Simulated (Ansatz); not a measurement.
# TiC: comparing deformations

The calculation used Ansatz 0.2.0, DFT PBEsol, scalar-relativistic, plane waves, PAW. Settings: plane waves to 420 eV, k-mesh 24×24×24 (Γ-centred), Gaussian smearing 0.15 eV. No spin polarisation. Energies are free energies at this smearing, counted from the undisturbed cell; pressure is positive in compression.

Zero of the scan (relaxed at this level):

```
Ti C
1.0
     0.00000    2.14669    2.14669
     2.14669    0.00000    2.14669
     2.14669    2.14669    0.00000
Ti C
1 1
Cartesian
  0.0000 0.0000 0.0000
  2.1467 2.1467 2.1467
```

The cell is strained by ε times a Voigt pattern (xx, yy, zz, yz, xz, xy; engineering shear) with fractional coordinates fixed. τ = (1/V0) dE/dε comes from the stress tensor. Of each scan, only the three points used here are listed.

```
            pattern        ε  τ (GPa)
(1, -1, 0, 0, 0, 0)  -0.0187   -16.28
(1, -1, 0, 0, 0, 0)   0.0000     0.00
(1, -1, 0, 0, 0, 0)   0.0187    16.28
 (0, 0, 0, 1, 0, 0)  -0.0075    -1.29
 (0, 0, 0, 1, 0, 0)   0.0000     0.00
 (0, 0, 0, 1, 0, 0)   0.0075     1.29
 (1, 1, 0, 0, 0, 0)  -0.0250   -38.40
 (1, 1, 0, 0, 0, 0)   0.0000     0.04
 (1, 1, 0, 0, 0, 0)   0.0250    30.01
 (0, 0, 1, 0, 0, 0)  -0.0250   -15.90
 (0, 0, 1, 0, 0, 0)   0.0000     0.02
 (0, 0, 1, 0, 0, 0)   0.0250    12.10
```

Q: Which constants do the scans give, and which deformation costs least for the same size of strain tensor?

A: The slope dτ/dε at zero (parabola through three points) is pᵀCp: (1, -1, 0, 0, 0, 0) gives 2(C11 − C12) = 871 GPa; (0, 0, 0, 1, 0, 0) gives C44 = 172 GPa; (1, 1, 0, 0, 0, 0) gives 2(C11 + C12) = 1368 GPa; (0, 0, 1, 0, 0, 0) gives C11 = 560 GPa. The size of the strain tensor, ε:ε, is ε² times 2.0, 0.5, 2.0, 1.0. Per unit of it the stiffnesses are 435, 344, 684, 560 GPa, so (0, 0, 0, 1, 0, 0) is the softest of these: at ε:ε = (1 %)² the quadratic term costs 1.06 meV/atom against 2.11 for the stiffest.

Q: What else follows for this cubic crystal?

A: From the unrounded slopes C11 = 560.0 and C12 = 124.0 GPa, so B = (C11 + 2 C12)/3 = 269 GPa and the Poisson ratio for a pull along a cube edge is C12/(C11 + C12) = 0.18. Symmetry also asks 2(C11 − C12) = 872 GPa, against 871 from its own scan.

Q: How anisotropic is this cubic crystal?

A: Zener's ratio 2 C44/(C11 − C12) = 0.79; it is 1 for an isotropic solid.

In a metal these slopes depend on the k mesh and the smearing.